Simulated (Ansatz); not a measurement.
Mo (Im-3m), random displacements

Method: Ansatz, DFT PBEsol, scalar-relativistic, plane waves, PAW. Settings: plane waves to 420 eV, k-mesh 12×12×12 (Γ-centred), Gaussian smearing 0.15 eV. No spin polarisation. Energies are free energies at this smearing, counted from the undisturbed cell; pressure is positive in compression.

Reference structure (as given, not relaxed at this level):

```yaml
crystal:
  lattice:
    - [-3.14200, -3.14200, 3.14200]
    - [-3.14200, 3.14200, -3.14200]
    - [3.14200, -3.14200, -3.14200]
  atoms:
    - { symbol: Mo, position: [0.50000, 0.50000, 0.50000] }
    - { symbol: Mo, position: [0.00000, 0.50000, 0.50000] }
    - { symbol: Mo, position: [0.50000, 0.00000, 0.50000] }
    - { symbol: Mo, position: [0.00000, 0.00000, 0.50000] }
    - { symbol: Mo, position: [0.50000, 0.50000, 0.00000] }
    - { symbol: Mo, position: [0.00000, 0.50000, 0.00000] }
    - { symbol: Mo, position: [0.50000, 0.00000, 0.00000] }
    - { symbol: Mo, position: [0.00000, 0.00000, 0.00000] }
```

The atoms are displaced (Å, in the unstrained cell):

| atom | ux | uy | uz |
| --- | --- | --- | --- |
| Mo1 | 0.089 | 0.011 | -0.095 |
| Mo2 | 0.022 | -0.007 | -0.104 |
| Mo3 | -0.045 | 0.107 | 0.124 |
| Mo4 | 0.071 | -0.170 | 0.089 |
| Mo5 | -0.097 | -0.042 | 0.169 |
| Mo6 | 0.053 | 0.175 | -0.152 |
| Mo7 | -0.004 | -0.033 | -0.097 |
| Mo8 | -0.088 | -0.042 | 0.066 |

Strain (Voigt, engineering shear): (0.0079, 0.0054, -0.0021, 0.0194, -0.0229, 0.0399).

(1) What are the energy change, the stress and the forces?

Answers

(1) ΔE = 206.1 meV/atom; stress (xx, yy, zz, yz, xz, xy; compression positive) (-0.78, 2.34, 4.09, -2.08, 1.36, -4.12) GPa.
```tsv
atom	Fx (eV/Å)	Fy	Fz
Mo1	-1.06	0.95	0.99
Mo2	0.17	-0.49	1.88
Mo3	0.52	-1.77	-0.91
Mo4	-0.73	2.05	-1.76
Mo5	1.49	0.99	-2.77
Mo6	-0.69	-2.59	2.97
Mo7	-0.12	-0.46	1.50
Mo8	0.42	1.33	-1.90
```

Cost: 1 run of about 2.3 core-minutes, on AMD EPYC 9R45 (Zen 5) (shared hosts).